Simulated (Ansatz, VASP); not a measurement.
**Two plane-wave programs on Au**

Contents of INCAR:

```
ALGO = Normal
EDIFF = 1E-7
ENCUT = 520
GGA = PE
ISIF = 2
ISMEAR = -1
LASPH = True
LCHARG = False
LREAL = False
LWAVE = False
NBANDS = 18
NELM = 60
PREC = Accurate
SIGMA = 0.05
```

File KPOINTS:

```
k-points
0
Gamma
  11 11 6
```

POSCAR

```
Au
1.0
    2.8608060062      0.0000000000      0.0000000000
   -1.4304030031      2.4775306767      0.0000000000
    0.0000000000      0.0000000000      4.8140459691
Au
2
Direct
    0.6666666667      0.3333333333      0.2500000000
    0.3333333333      0.6666666667      0.7500000000
```

Contents of input.yaml:

```yaml
crystal:
  lattice:
    - [2.8608060062, 0.0, 0.0]
    - [-1.4304030031, 2.4775306767, 0.0]
    - [0.0, 0.0, 4.8140459691]
  atoms:
    - { symbol: Au, position: [0.6666666667, 0.3333333333, 0.25] }
    - { symbol: Au, position: [0.3333333333, 0.6666666667, 0.75] }
hamiltonian:
  xc: pbe
  pseudopotentials: { kind: paw }
kpoints:
  mp_grid: { grid: [11, 11, 6] }
scf:
  occupations: { method: fermi_dirac, width: 0.05 }
output:
  forces: true
  stress: true
  eigenvalues: true
```

Change from the starting cell: volume scaled by 0.96.

Alike in both runs: task single point; functional PBE; k mesh 11 × 11 × 6; occupations fermi-dirac, width 0.05 eV; no spin polarisation.

```csv
,VASP,Ansatz
version,VASP 6.6.1,Ansatz 0.2.0
potentials or method,"VASP PAW PBE potentials, release 64 (Au)",Ansatz PAW
plane-wave cutoff (eV),520,420
valence electrons in the cell,22,38
```

Ansatz gave:

| Property | Result |
| --- | --- |
| gap on the k mesh at the Fermi level (eV) | none |
| pressure (GPa) | 8.7 |
| largest component of the traceless stress (GPa) | 1.01 |

Question: What did VASP give for the same quantities?

Answer: gap on the k mesh at the Fermi level (eV): none; pressure (GPa): 8.4; largest component of the traceless stress (GPa): 1.01.

A gap of «none» marks a metal or a gap that the smearing closes. The two sets of potentials don't hold the same shells in valence.

The runs have no spin-orbit coupling, so splittings on Au are missing.
